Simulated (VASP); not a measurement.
Wanted: the native input for a VASP 6.6.1 run.

* Task: single point
* Functional: PBE
* Potentials or basis: VASP PAW PBE potentials, release 64 (Mg, O)
* Cutoff: 520 eV
* k mesh: 9 × 9 × 6
* Occupations: gaussian, width 0.05 eV
* Spin: no spin polarisation
* Dipole correction: no
* Further INCAR settings: ALGO = Fast; EDIFF = 1e-06; NBANDS = 16

The structure of MgO lies in POSCAR:

```
MgO
1.0
    3.3077869865      0.0000000000      0.0000000000
   -1.6538934933      2.8646275606      0.0000000000
    0.0000000000      0.0000000000      4.9828816700
Mg O
2 2
Direct
    0.3333333333      0.6666666667      0.0021597400
    0.6666666667      0.3333333333      0.5021597400
    0.3539819635      0.6817825131      0.4111302657
    0.6873152968      0.3484491797      0.9111302657
```

The cell comes from a database or a generator and needn't be the stable form of this composition.

The cell isn't the ideal one: all O atoms moved +0.075 Å, as atom 3 along Cartesian [1 1 1].

One way to write it, as run:

INCAR

```
ALGO     = Fast           # electronic algorithm
EDIFF    = 1E-6           # SCF threshold, eV
ENCUT    = 520            # plane-wave cutoff, eV
GGA      = PE             # functional
ISIF     = 2              # what is computed and relaxed
ISMEAR   = 0              # smearing method
LASPH    = T              # aspherical terms in the spheres
LCHARG   = T              # write CHGCAR
LELF     = T              # ELF
LREAL    = F              # projectors in reciprocal space
LVHAR    = T            
LWAVE    = F              # write WAVECAR
NBANDS   = 16             # bands
NELM     = 100            # most SCF steps
PREC     = Accurate       # precision mode
SIGMA    = 0.05           # smearing width, eV
```

KPOINTS

```
k-points
0
Gamma
  9 9 6
```

Potentials or basis: VASP PAW PBE potentials, release 64 (Mg, O).

Launch:

```bash
$ cat potpaw_PBE.64/Mg/POTCAR potpaw_PBE.64/O/POTCAR > POTCAR
$ mpirun -np 1 vasp_std > vasp.out
```

It gave:

```
Pressure               : 3.2 GPa
Largest force          : 0.782 eV/Å
Band gap on the k mesh : 3.39 eV, direct
```

Caveat: an odd mesh through Γ misses points on the zone boundary, where band edges often lie.

It took 2.2 min on 1 thread of Intel(R) Xeon(R) Platinum 8488C (Sapphire Rapids) (shared host), peak memory 0.3 GiB.
